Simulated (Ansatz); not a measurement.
# Relativity in InAs

```
CELL_PARAMETERS angstrom
0.00000 3.02400 3.02400
3.02400 0.00000 3.02400
3.02400 3.02400 0.00000
ATOMIC_POSITIONS crystal
In 0.00000 0.00000 0.00000
As 0.75000 0.75000 0.75000
```

Atom numbers follow the list: In1, As2.

The cell is COD entry 1537448, as deposited and not checked against the literature; nothing was relaxed. It is an old determination, and later ones may differ.

One fixed cell is solved with PBE by LAPW (all electrons) in Ansatz 0.2.0 under different relativistic treatments. Pressure is positive in compression.

The runs use a Γ-centred 10×10×10 k mesh, Fermi–Dirac smearing of 0.08 eV, basis error target 0.5 meV/atom, no spin polarisation.

```json
{"setting": "scalar-relativistic", "P (GPa)": "3.89", "gap on the k mesh (eV)": "none"}
{"setting": "non-relativistic", "P (GPa)": "5.08", "gap on the k mesh (eV)": "0.66"}
{"setting": "with spin–orbit coupling", "P (GPa)": "3.83", "gap on the k mesh (eV)": "none"}
{"setting": "scalar-relativistic, point nuclei", "P (GPa)": "3.89", "gap on the k mesh (eV)": "none"}
```
